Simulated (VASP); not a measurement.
PbSe (Clausthalite), 2 atoms in the cell. It takes space group Fm-3m (No. 225, cubic). The conventional cell has a = 6.121 Å, b = 6.121 Å, c = 6.121 Å, α = 90.00°, β = 90.00°, γ = 90.00°. Pb (site symmetry m-3m) has 6 Se at 3.06 Å as nearest neighbours. Se (site symmetry m-3m) is surrounded by 6 Pb at 3.06 Å. 

```yaml
Program: VASP 6.6.1
Task: relaxation of cell and atoms
Functional: RPBE
Dispersion: D3
Potentials_or_basis: VASP PAW PBE potentials, release 64 (Pb_d, Se)
Cutoff: 600 eV
k_mesh: 8 × 8 × 8
Occupations: fermi-dirac, width 0.05 eV
Spin: no spin polarisation
Further_INCAR_settings: ALGO = Fast; EDIFF = 1e-06; IBRION = 2; EDIFFG = -0.02; NSW = 60; ISIF = 3
```

Potentials or basis: VASP PAW PBE potentials, release 64 (Pb_d, Se).

Command:

```bash
$ cat potpaw_PBE.64/Pb_d/POTCAR potpaw_PBE.64/Se/POTCAR > POTCAR
$ mpirun -np 1 vasp_std > vasp.out
```

Hardware: 1 thread of Intel(R) Xeon(R) Platinum 8259CL CPU @ 2.50GHz (Skylake/Cascade Lake) (shared host).

Question: How long does it take, and how much memory?

Answer: Wall time 93 s on 1 thread of Intel(R) Xeon(R) Platinum 8259CL CPU @ 2.50GHz (Skylake/Cascade Lake) (shared host), peak memory 0.24 GiB. Counts: scf iterations 33, k points 29, ion steps 3.
